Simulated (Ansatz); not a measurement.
# Ga: strong compression

One table from this session's results is given with a row withheld; the runs are named, their logs left out.

Computed with Ansatz 0.2.0 (DFT PBE, with the methods named in each step, unless a step's input says otherwise).

**Starting point**

Symmetry: P6_3/mmc, No. 194, hexagonal system. Conventional cell: a = 3.003 Å, b = 3.003 Å, c = 4.865 Å, α = 90.00°, β = 90.00°, γ = 120.00°. Ga (site symmetry -6m2) is surrounded by 12 Ga at 2.99 to 3.00 Å.

Coordinates:

```
CELL_PARAMETERS angstrom
3.00317 0.00000 0.00000
-1.50158 2.60082 0.00000
0.00000 0.00000 4.86513
ATOMIC_POSITIONS crystal
Ga 0.33333 0.66667 0.25000
Ga 0.66667 0.33333 0.75000
```

Whether this phase is the stable one at these pressures isn't tested.

Atoms are numbered in the order of the input: Ga1, Ga2.

Set-up of the first run:

input.yaml reads:

```yaml
crystal:
  lattice:
    - [3.00316585, 0.0, 0.0]
    - [-1.501582925, 2.6008179178, 0.0]
    - [0.0, 0.0, 4.8651286769]
  atoms:
    - { symbol: Ga, position: [0.3333333333, 0.6666666667, 0.25] }
    - { symbol: Ga, position: [0.6666666667, 0.3333333333, 0.75] }
kpoints:
  mp_grid: { grid: [14, 14, 8] }
scf:
  occupations: { method: fermi_dirac, width: 0.1 }
hamiltonian:
  xc: pbe
  pseudopotentials: { kind: paw }
output:
  forces: true
  stress: true
relax:
  f_tol: 0.005
  max_steps: 40
  cell: {}
```

Started as:

```
ansatz run input.yaml --threads 1 --pin off --max-ram 2048MiB --backend cpu --events-out ev --progress --plain --runs-dir out
```

Steps of the session up to this table: Cell relaxed at zero pressure, PAW; Volume scaled by 1, PAW; Shape and atoms relaxed at 0.88 of the volume, PAW; Volume scaled by 0.88, PAW; Shape and atoms relaxed at 0.78 of the volume, PAW; Volume scaled by 0.78, PAW; Shape and atoms relaxed at 0.68 of the volume, PAW; Volume scaled by 0.68, PAW; Shape and atoms relaxed at 0.58 of the volume, PAW; Volume scaled by 0.58, PAW; Shape and atoms relaxed at 0.5 of the volume, PAW; Volume scaled by 0.5, PAW; Shape and atoms relaxed at 0.43 of the volume, PAW; Volume scaled by 0.43, PAW; Volume scaled by 0.43, PAW (level accurate).

One table of the session follows, with a row left open; its other results are not shown here.

| method | volume over the first | volume (Å³/atom) | pressure (GPa) |
| --- | --- | --- | --- |
| PAW | 1 | 19.111 | 0.00 |
| PAW | 0.88 | 16.818 | 8.21 |
| PAW | 0.78 | 14.906 | 21.39 |
| PAW | 0.68 | 12.995 | 46.60 |
| PAW | 0.58 | ? | ? |
| PAW | 0.5 | 9.555 | 176.00 |
| PAW | 0.43 | 8.218 | 307.49 |
| PAW (level accurate) | 0.43 | 8.218 | 307.68 |

Estimate the missing values for PAW, 0.58.

**Answer.** volume (Å³/atom): 11.084; pressure (GPa): 96.80. In the column «volume (Å³/atom)» it lies between PAW, 0.5 (9.555) and PAW, 0.68 (12.995).
